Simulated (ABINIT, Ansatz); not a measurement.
# NaF (Villiaumite): one start, several treatments of the self-energy, part 2 of 2

Wanted: the gap of NaF (Villiaumite) under several approximations, with cost.

ABINIT 10.8.3; PBE and many-body steps on it, plane waves. Known limits of the many-body steps: not at the basis limit.

So far. Step 5 (G0W0, von der Linden-Horsch plasmon pole): Against G0W0 in ABINIT (6×6×6 mesh, 190 bands, screening to 283 eV, Godby-Needs plasmon pole), the gap moves by +0.525 eV. Step 6 (G0W0, Hybertsen-Louie plasmon pole): Against G0W0 in ABINIT (6×6×6 mesh, 190 bands, screening to 283 eV, Godby-Needs plasmon pole), the gap moves by +1.061 eV.

The database entry behind the starting cell differs from later determinations by our own check (0.1 to 0.3 % short, probably kX units), so it need not match the best structure at ambient conditions.

## (7) One-shot Hartree-Fock

This step: one-shot Hartree-Fock on PBE, plane waves, norm-conserving pseudopotentials.

Input file run.abi:

```
acell 3*1.0 Angstrom
rprim 
  0.000000000000 2.310000000000 2.310000000000
  2.310000000000 0.000000000000 2.310000000000
  2.310000000000 2.310000000000 0.000000000000
ntypat 2
znucl 11 9
natom 2
typat 1 2
xred 
  0.000000000000 0.000000000000 0.000000000000
  0.500000000000 0.500000000000 0.500000000000
pp_dirpath "pseudos"
pseudos "Na.upf, F.upf"
ecut 38
ngkpt 6 6 6
nshiftk 1
shiftk 0 0 0
kptopt 1
chksymbreak 0
istwfk *1
occopt 1
irdwfk 1
optdriver 4
nband 12
gwcalctyp 5
ecutsigx 38
symsigma 1
nkptgw 1
kptgw 
  0.0000000000 0.0000000000 0.0000000000
bdgw 
  6 12
ixc_sigma 40
fftgw 31
indata_prefix "in"
outdata_prefix "out"
tmpdata_prefix "tmp"
```

The run is started by

```
OMP_NUM_THREADS=1 mpirun -n 4 abinit run.abi > log
```

What it wrote:

```text
.Version 10.8.3 of ABINIT. v10.8.2 released Aug 2026.

 Symmetries : space group Fm -3 m (#225); Bravais cF (face-center cubic)
[... echo of the input left out ...]
== DATASET  1 ==================================================================
-   mpi_nproc: 4, omp_nthreads: 1 (-1 if OMP is not activated)

--- !DatasetInfo
iteration_state: {dtset: 1, }
dimensions: {natom: 2, nkpt: 16, mband: 12, nsppol: 1, nspinor: 1, nspden: 1, mpw: 1874, }
cutoff_energies: {ecut:  38.0, pawecutdg:  -1.0, }
[...]
10  17.827  -7.169  -2.170   0.000   1.000   0.000  -2.170   4.999  22.826
       11  17.827  -7.169  -2.170   0.000   1.000   0.000  -2.170   4.999  22.826
       12  17.827  -7.169  -2.170   0.000   1.000   0.000  -2.170   4.999  22.826

== END DATASET(S) ==============================================================
================================================================================

 -outvars: echo values of variables after computation  --------
           etotal      0.0000000000E+00
            nband          12
             nkpt          16
          spgroup         225
 [... the other variables as echoed above ...]

 Calculation completed.
```

It took 2.5 s on 4 MPI ranks of Intel Xeon Platinum 8488C (Sapphire Rapids), shared host; peak memory 0.16 GiB; 8.9 s of CPU time.

Numbers from this step:

| Property | Result |
| --- | --- |
| quasiparticle gap on the points computed | 18.26 eV |
| starting gap on the mesh | 6.390 eV |
| k of the valence top | 0, 0, 0 |
| k of the conduction bottom | 0, 0, 0 |
| least direct quasiparticle gap on the computed points | 18.26 eV |

Against G0W0 in ABINIT (6×6×6 mesh, 190 bands, screening to 283 eV, Godby-Needs plasmon pole), the gap moves by +7.620 eV.

## (8) Screening, 6×6×6 mesh, 190 bands, screening to 283 eV

This step: RPA screening on PBE, plane waves, norm-conserving pseudopotentials.

Changes to run.abi since step 7:

```diff
@@ -23,14 +23,14 @@
 irdwfk 1
-optdriver 4
-nband 12
-gwcalctyp 5
-ecutsigx 38
-symsigma 1
-nkptgw 1
-kptgw 
-  0.0000000000 0.0000000000 0.0000000000
-bdgw 
-  6 12
-ixc_sigma 40
-fftgw 31
+optdriver 3
+nband 190
+ecuteps 10.4
+inclvkb 2
+awtr 1
+symchi 1
+gwcalctyp 2
+nfreqre 16
+freqremax 40 eV
+nfreqim 8
+spmeth 1
+nomegasf 120
 indata_prefix "in"
```

What it wrote:

```text
.Version 10.8.3 of ABINIT. v10.8.2 released Aug 2026.

 Symmetries : space group Fm -3 m (#225); Bravais cF (face-center cubic)
[... echo of the input left out ...]
== DATASET  1 ==================================================================
-   mpi_nproc: 4, omp_nthreads: 1 (-1 if OMP is not activated)

--- !DatasetInfo
iteration_state: {dtset: 1, }
dimensions: {natom: 2, nkpt: 16, mband: 190, nsppol: 1, nspinor: 1, nspden: 1, mpw: 1874, }
cutoff_energies: {ecut:  38.0, pawecutdg:  -1.0, }
electrons: {nelect:   1.60000000E+01, charge:   0.00000000E+00, occopt:   1.00000000E+00, tsmear:   1.00000000E-02, }

 SCREENING: Calculation of the susceptibility and dielectric matrices

 Based on a program developped by R.W. Godby, V. Olevano, G. Onida, and L. Reining.
 Incorporated in ABINIT by V. Olevano, G.-M. Rignanese, and M. Torrent.
.Using double precision arithmetic ; gwpc =  8

[... cell and pseudopotentials left out ...]
--------------------------------------------------------------------------------

 ==== K-mesh for the wavefunctions ====
 Number of points in the irreducible wedge :    16
[... list of points left out ...]
 Together with 48 symmetry operations and time-reversal symmetry
 yields   216 points in the full Brillouin Zone.

 ==== Q-mesh for the screening function ====
 Number of points in the irreducible wedge :    16
[... list of points left out ...]
 Together with 48 symmetry operations and time-reversal symmetry
 yields   216 points in the full Brillouin Zone.

 setmesh: FFT mesh size selected  =    25x   25x   25
          total number of points  =        15625

 vcoul_init : cutoff-mode = AUXILIARY_FUNCTION
 q-points for optical limit:   1
     1)      0.000010    0.000020    0.000030

- screening: taking advantage of time-reversal symmetry
- Maximum band index for partially occupied states nbvw = 8
- Remaining bands to be divided among processors   nbcw = 182
- Number of bands treated by each node ~45

 Number of electrons calculated from density =   16.0000; Expected =   16.0000
 average of density, n =  0.096174
 r_s =    1.3540
 omega_plasma =   29.9147 [eV]

 calculating chi0 at frequencies [eV] :
  1    0.000000E+00    0.000000E+00
  2    2.666667E+00    0.000000E+00
  3    5.333333E+00    0.000000E+00
[...]
23    0.000000E+00    7.618748E+01
 24    0.000000E+00    1.072728E+02

--------------------------------------------------------------------------------
  q-point number  1        q = ( 0.000000, 0.000000, 0.000000) [r.l.u.]
--------------------------------------------------------------------------------
[... chi0 elements left out ...]
  [... further frequencies ...]

 No. of calculated frequencies >  15, stop printing
 For q-point:  0.000010 0.000020 0.000030
  dielectric constant =   1.8073
  dielectric constant without local fields =   1.9109

  Average fulfillment of the sum rule on Im[epsilon] for q-point    1 :     83.20  [%]
[... wings left out ...]
  q-point number  2        q = ( 0.166667, 0.000000, 0.000000) [r.l.u.]
--------------------------------------------------------------------------------
[... chi0 elements left out ...]
  [... further frequencies ...]

 No. of calculated frequencies >  15, stop printing
  Average fulfillment of the sum rule on Im[epsilon] for q-point    2 :     94.18  [%]

 [... 14 further q-points ...]
```

It took 8.1 min on 4 MPI ranks; peak memory 1.7 GiB.

This step gave:

| Quantity | Value |
| --- | --- |
| ε∞ with local fields, on this mesh, along the program's q direction | 1.807 |
| the same without local fields | 1.911 |
| plasma frequency | 29.91 eV |
| plane waves in the screening matrix | 283 |

## (9) G0W0, contour deformation

This step: G0W0 on PBE, plane waves, norm-conserving pseudopotentials.

Changes to run.abi since step 8:

```diff
@@ -23,14 +23,14 @@
 irdwfk 1
-optdriver 3
+optdriver 4
 nband 190
+gwcalctyp 2
+ecutsigx 38
+symsigma 1
+nkptgw 1
+kptgw 
+  0.0000000000 0.0000000000 0.0000000000
+bdgw 
+  6 12
 ecuteps 10.4
-inclvkb 2
-awtr 1
-symchi 1
-gwcalctyp 2
-nfreqre 16
-freqremax 40 eV
-nfreqim 8
-spmeth 1
-nomegasf 120
+irdscr 1
 indata_prefix "in"
```

What it wrote:

```text
.Version 10.8.3 of ABINIT. v10.8.2 released Aug 2026.

 Symmetries : space group Fm -3 m (#225); Bravais cF (face-center cubic)
[... echo of the input left out ...]
== DATASET  1 ==================================================================
-   mpi_nproc: 4, omp_nthreads: 1 (-1 if OMP is not activated)

--- !DatasetInfo
iteration_state: {dtset: 1, }
dimensions: {natom: 2, nkpt: 16, mband: 190, nsppol: 1, nspinor: 1, nspden: 1, mpw: 1874, }
cutoff_energies: {ecut:  38.0, pawecutdg:  -1.0, }
[...]
7  -1.330 -22.508 -30.235   4.204   0.797  -0.255 -25.316  -2.808  -4.137
[...]
12  17.827  -7.169  -2.170  -3.285   0.874  -0.144  -5.671   1.498  19.325
       12   0.000   0.000   0.000  -0.028   0.000   0.000  -0.024  -0.024  -0.024

== END DATASET(S) ==============================================================
================================================================================

 -outvars: echo values of variables after computation  --------
           etotal      0.0000000000E+00
            nband         190
             nkpt          16
          spgroup         225
 [... the other variables as echoed above ...]

 Calculation completed.
```

It took 9.1 s on 4 MPI ranks; peak memory 1.6 GiB; 36 s of CPU time.

This step gave:

```yaml
g0w0_gap_on_the_points_computed: 10.54 eV
starting_gap_on_the_mesh: 6.390 eV
k_of_the_valence_top: 0, 0, 0
k_of_the_conduction_bottom: 0, 0, 0
least_direct_g0w0_gap_on_the_computed_points: 10.54 eV
```

Against G0W0 in ABINIT (6×6×6 mesh, 190 bands, screening to 283 eV, Godby-Needs plasmon pole), the gap moves by −0.101 eV.

## (10) The runs together

Times are wall times on 4 MPI ranks of Intel Xeon Platinum 8488C (Sapphire Rapids), shared host, good to a factor of about two. A run's time includes the screening step that it read.

```tsv
run	mesh	bands	screening cutoff (eV)	DFT gap (eV)	gap on the mesh (eV)	direct (eV)	ε∞ used	time
G0W0, Godby-Needs plasmon pole	6×6×6	190	283	6.390	10.638	10.638	1.80	2.8 min
G0W0, von der Linden-Horsch plasmon pole	6×6×6	190	283	6.390	11.163	11.163	1.80	2.7 min
G0W0, Hybertsen-Louie plasmon pole	6×6×6	190	283	6.390	11.699	11.699	1.80	2.8 min
one-shot Hartree-Fock	6×6×6	-	-	6.390	18.258	18.258	-	2.5 s
G0W0, contour deformation	6×6×6	190	283	6.390	10.537	10.537	1.81	8.2 min
```

## (11) What came out

```json
{
 "G0W0, Godby-Needs plasmon pole": "10.638 eV",
 "G0W0, von der Linden-Horsch plasmon pole": "11.163 eV",
 "G0W0, Hybertsen-Louie plasmon pole": "11.699 eV",
 "one-shot Hartree-Fock": "18.258 eV",
 "G0W0, contour deformation": "10.537 eV",
 "known limits": "not at the basis limit"
}
```

G0W0, von der Linden-Horsch plasmon pole: +0.525 eV against G0W0, Godby-Needs plasmon pole. G0W0, Hybertsen-Louie plasmon pole: +1.061 eV against G0W0, Godby-Needs plasmon pole. One-shot Hartree-Fock: +7.620 eV against G0W0, Godby-Needs plasmon pole. G0W0, contour deformation: −0.101 eV against G0W0, Godby-Needs plasmon pole. Bare exchange alone opens the gap to 18.26 eV; against G0W0, correlation takes back 7.62 eV. Bands and cutoff are finite, so the gap is not at the basis limit. The miss can reach some tenths of an eV and take either sign; the mesh is an error of its own. In the G0W0 runs levels were corrected at 1 k point alone, so a gap called «on the mesh» is the least over those, and an edge elsewhere would be missed.

[Paths, hosts, dates, memory and timing lines, banners, echoed tables and standing remarks are left out of the program output.]

[Logs are printed without paths, hosts, clocks, repeated set-up lines and the standing remarks that a program may print on its own settings, such as how far it seeks lower states.]

[Runs of the session that timed out or met a known fault of the program may be left out.]

[Hosts, paths, dates, database ids (printed as entryN), source tags and the programs' standing remarks are cut or masked in the printed files.]

[G0W0 gaps are taken among the corrected bands and points alone; a level outside them can change the order at an edge.]

[Where Ansatz stands beside ABINIT at settings called matched, ABINIT's density can come from a denser mesh and the files from another edition; pairs whose starting gaps differed by over 0.03 eV were left out, so agreement reads better than it is.]
